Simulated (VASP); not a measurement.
# CdTe: input slips in a relaxation and what they do, part 2 of 2

Aim: see how common mistakes in a VASP relaxation show up, on CdTe. The starting structure is a measured crystal structure from the Crystallography Open Database.

VASP 6.6.1.

Results so far: reference 34.23 Å³ an atom; too few electronic steps 34.26 Å³ an atom; the cell held fixed (ISIF = 2) 34.01 Å³ an atom.

## 5. Relaxation with a functional's name that the tag doesn't take

Level of this step: the functional as typed; plane waves and PAW (Te, Cd) (VASP).

A slip made on purpose: a functional's name that the tag doesn't take. Against step 2 the input has GGA = PBESOL (also changed: NELM).

Contents of INCAR:

```
SYSTEM = CdTe
PREC = Accurate
ENCUT = 450
EDIFF = 1E-06
NELM = 60
ISMEAR = 0
SIGMA = 0.03
LREAL = .FALSE.
ALGO = Normal
GGA = PBESOL
NBANDS = 15
LORBIT = 11
LWAVE = .FALSE.
LCHARG = .FALSE.
KPAR = 2
IBRION = 2
NSW = 50
ISIF = 3
EDIFFG = -0.01
```

Contents of POSCAR:

```
CdTe
1.0
    0.0000000000      3.2400000000      3.2400000000
    3.2400000000      0.0000000000      3.2400000000
    3.2400000000      3.2400000000      0.0000000000
Te Cd
1 1
Direct
    0.7500000000      0.7500000000      0.7500000000
    0.0000000000      0.0000000000      0.0000000000
```

Contents of KPOINTS:

```
Automatic mesh
0
Gamma
6 6 6
0 0 0
```

Potentials, in the order of the species: Te and Cd (PBE family, release 64).

Command:

```
$ mpirun -np 2 vasp_std
```

Log:

```text
[banner, memory and clock lines left out]
running    2 mpi-ranks, on    1 nodes
[...]
|                                                                             |
|     EEEEEEE  RRRRRR   RRRRRR   OOOOOOO  RRRRRR      ###     ###     ###     |
|     E        R     R  R     R  O     O  R     R     ###     ###     ###     |
|     E        R     R  R     R  O     O  R     R     ###     ###     ###     |
|     EEEEE    RRRRRR   RRRRRR   O     O  RRRRRR       #       #       #      |
|     E        R   R    R   R    O     O  R   R                               |
|     E        R    R   R    R   O     O  R    R      ###     ###     ###     |
|     EEEEEEE  R     R  R     R  OOOOOOO  R     R     ###     ###     ###     |
|                                                                             |
|     Error: One of the selected functionals does not exist.                  |
|                                                                             |
|       ---->  I REFUSE TO CONTINUE WITH THIS SICK JOB ... BYE!!! <----       |
|                                                                             |

1
1
```

It took 2.6 s on 2 MPI ranks of AMD EPYC 7R43, shared host.

VASP stopped with this message: “Error: One of the selected functionals does not exist”.

## 6. Relaxation with a cutoff far too low

A slip made on purpose: a cutoff far too low. Against step 2 the input has PREC = Normal and ENCUT = 150 (also changed: NELM).

INCAR, as its differences from that of step 5:

```diff
@@ -1,4 +1,4 @@
 SYSTEM = CdTe
-PREC = Accurate
-ENCUT = 450
+PREC = Normal
+ENCUT = 150
 EDIFF = 1E-06
@@ -9,3 +9,3 @@
 ALGO = Normal
-GGA = PBESOL
+GGA = PS
 NBANDS = 15
```

POSCAR is that of step 5.

KPOINTS is that of step 5.

Command:

```
$ mpirun -np 2 vasp_std
```

Log:

```text
[... set-up lines as in an earlier step ...]
 entering main loop
       N       E                     dE             d eps       ncg     rms          rms(c)
DAV:   1     0.391881056261E+02    0.39188E+02   -0.42931E+03   548   0.381E+02
DAV:   2    -0.783254842522E+00   -0.39971E+02   -0.38876E+02   599   0.110E+02
DAV:   3    -0.160568829682E+01   -0.82243E+00   -0.82185E+00   571   0.157E+01
DAV:   4    -0.161029559471E+01   -0.46073E-02   -0.46072E-02   634   0.114E+00
[...]
DAV:  13     0.272426691709E+01   -0.16115E-05   -0.10323E-06   551   0.727E-03    0.850E-03
DAV:  14     0.272426535727E+01   -0.15598E-05   -0.30466E-07   401   0.299E-03    0.841E-03
DAV:  15     0.272426560633E+01    0.24906E-06   -0.50692E-08   303   0.228E-03
   1 F= 0.27242656E+01 E0= 0.27242656E+01  d E =0.272427E+01
[...]
-----------------------------------------------------------------------------
|                                                                             |
|     EEEEEEE  RRRRRR   RRRRRR   OOOOOOO  RRRRRR      ###     ###     ###     |
[...]
|     E        R   R    R   R    O     O  R   R                               |
|     E        R    R   R    R   O     O  R    R      ###     ###     ###     |
|     EEEEEEE  R     R  R     R  OOOOOOO  R     R     ###     ###     ###     |
|                                                                             |
|     Orbital orthonormalization failed in the inversion of matrix            |
|     LAPACK: Routine ZPOTRF failed! kpoint: 1 spin: 1                        |
|                                                                             |
|     Possible solutions for this issue are:                                  |
|     - Please check whether the atoms are too close to each other.           |
|     - Decreasing POTIM might help during relaxations or MDs.                |
|     - Deleting CHGCAR or WAVECAR if incompatible with the structure.        |
|     - Try calculating without symmetrizing (ISYM = 0 or ISYM = -1).         |
|     - As last resort: using a different PAW for some of the atoms.          |
|                                                                             |
|       ---->  I REFUSE TO CONTINUE WITH THIS SICK JOB ... BYE!!! <----       |
|                                                                             |
 -----------------------------------------------------------------------------

1
1
```

The job ended after 3.6 s (2 MPI ranks).

VASP stopped with this message: “Orbital orthonormalization failed in the inversion of matrix LAPACK: Routine ZPOTRF failed! kpoint: 1 spin: 1”.

## 7. All runs side by side

| run | ended | volume (Å³/atom) | change (%) | bulk modulus (GPa) | pressure left (GPa) | core minutes |
| --- | --- | --- | --- | --- | --- | --- |
| reference | converged | 34.233 | - | 41.7 | 0.0 | 0.433 |
| too few electronic steps | converged | 34.262 | 0.08 | - | -0.05 | 1.57 |
| the cell held fixed (ISIF = 2) | converged | 34.012 | -0.65 | - | 0.28 | 0.213 |
| a functional's name that the tag doesn't take | stopped by VASP | - | - | - | - | 0.0867 |
| a cutoff far too low | stopped by VASP | - | - | - | - | 0.12 |

Core minutes are wall time times ranks, summed over the relaxations behind a row (those for a bulk modulus apart), on shared hosts.

## 8. Outcome

```yaml
volume_of_the_reference: 34.23 Å³/atom
volume_against_the_reference_too_few_electronic_steps: +0.08 %
volume_against_the_reference_the_cell_held_fixed: -0.65 %
run_with_a_functional_s_name_that_the_tag_doesn_t_take: stopped by VASP
run_with_a_cutoff_far_too_low: stopped by VASP
```

**Reading.** VASP stopped by itself in the runs with a functional's name that the tag doesn't take and a cutoff far too low. Finished, but with signs in the output that stand out against the reference: too few electronic steps, with the volume changed by +0.1 % (signs: warnings that the electronic loop ran out of cycles, -17.0 GPa at the first ionic step (reference: 0.3 GPa) and an energy that rises by up to 2.5 eV an atom on the way); the cell held fixed (ISIF = 2), with the volume kept at the input's, -0.6 % from the reference (signs: a stress of up to 0.3 GPa). Further runs on this material are not shown.

[Lines on the potential files, build, host, timing and source positions are cut from VASP's logs without a mark.]

[Logs are printed without paths, hosts, clocks, repeated set-up lines and the standing remarks that a program may print on its own settings, such as how far it seeks lower states.]

[Hosts, paths, dates, database ids (printed as entryN), source tags and the programs' standing remarks are cut or masked in the printed files.]
